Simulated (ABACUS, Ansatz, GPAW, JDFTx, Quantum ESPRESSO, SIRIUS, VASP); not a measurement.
**MnS: 7 runs at one level of theory**

```xyz
2
Lattice="0.0000 2.6045 2.6045 2.6045 0.0000 2.6045 2.6045 2.6045 0.0000" Properties=species:S:1:pos:R:3 pbc="T T T"
Mn   -0.0243   -0.0200    0.0149
S     2.6020    2.5893    2.6505
```

Atoms were shifted at random by some hundredths of an Å from the given cell, which wasn't relaxed again for these runs.

Alike in all runs: task single point; functional PBEsol; k mesh 9 × 9 × 9; occupations fermi-dirac, width 0.05 eV; collinear spin, ferromagnetic start; no spin-orbit coupling. Pressure is positive in compression and, in plane waves, holds the error of the finite cutoff.

```csv
program and potentials,plane-wave cutoff (eV),notes,pressure (GPa),net moment per atom (μB),largest force (eV/Å),energy over the undisturbed cell (meV/atom)
"SIRIUS, PseudoDojo 0.4.1 PBEsol standard (scalar relativistic)",1307,10.5 valence electrons an atom on average,-6.68,2.36,0.088,-
"JDFTx, PseudoDojo-SR-PBEsol-0.4.1-standard with smoothed tails",1306,10.5 valence electrons an atom on average,-6.68,2.36,0.089,-
"ABACUS, PseudoDojo NC SR 0.4.1 PBEsol standard, plane waves",1320,10.5 valence electrons an atom on average,-6.69,2.36,0.089,0.85
"Quantum ESPRESSO, GBRV 1.5 PBEsol",612,10.5 valence electrons an atom on average,-7.18,2.35,0.088,0.84
"VASP, PBE PAW files Mn_pv, S, 520 eV",520,potentials made for PBE; 9.5 valence electrons an atom on average,-7.12,2.34,0.088,-
"Ansatz, all-electron LAPW, scalar-relativistic",-,-,-7.21,2.34,0.087,-
"GPAW, PAW data sets generated for this functional",600,10.5 valence electrons an atom on average,-7.15,2.33,0.093,-
```

Force on atom 2 (S), eV/Å:

| program and potentials | x | y | z |
| --- | --- | --- | --- |
| SIRIUS, PseudoDojo 0.4.1 PBEsol standard (scalar relativistic) | -0.050 | -0.011 | -0.072 |
| JDFTx, PseudoDojo-SR-PBEsol-0.4.1-standard with smoothed tails | -0.050 | -0.011 | -0.072 |
| ABACUS, PseudoDojo NC SR 0.4.1 PBEsol standard, plane waves | -0.050 | -0.011 | -0.072 |
| Quantum ESPRESSO, GBRV 1.5 PBEsol | -0.050 | -0.011 | -0.071 |
| VASP, PBE PAW files Mn_pv, S, 520 eV | -0.050 | -0.011 | -0.072 |
| Ansatz, all-electron LAPW, scalar-relativistic | -0.049 | -0.011 | -0.071 |
| GPAW, PAW data sets generated for this functional | -0.053 | -0.011 | -0.075 |

The pressure spans -7.21 (Ansatz, all-electron LAPW, scalar-relativistic) to -6.68 GPa (SIRIUS, PseudoDojo 0.4.1 PBEsol standard (scalar relativistic)), with all-electron results at -7.21. The net moment per atom spans 2.33 (GPAW, PAW data sets generated for this functional) to 2.36 μB (JDFTx, PseudoDojo-SR-PBEsol-0.4.1-standard with smoothed tails), with all-electron results at 2.34. The state is the one that the start led to, which needn't be the lowest.

The functional is the same throughout but for its coding, so the spread measures potentials, basis and numerics; runs on potential files found faulty are left out.
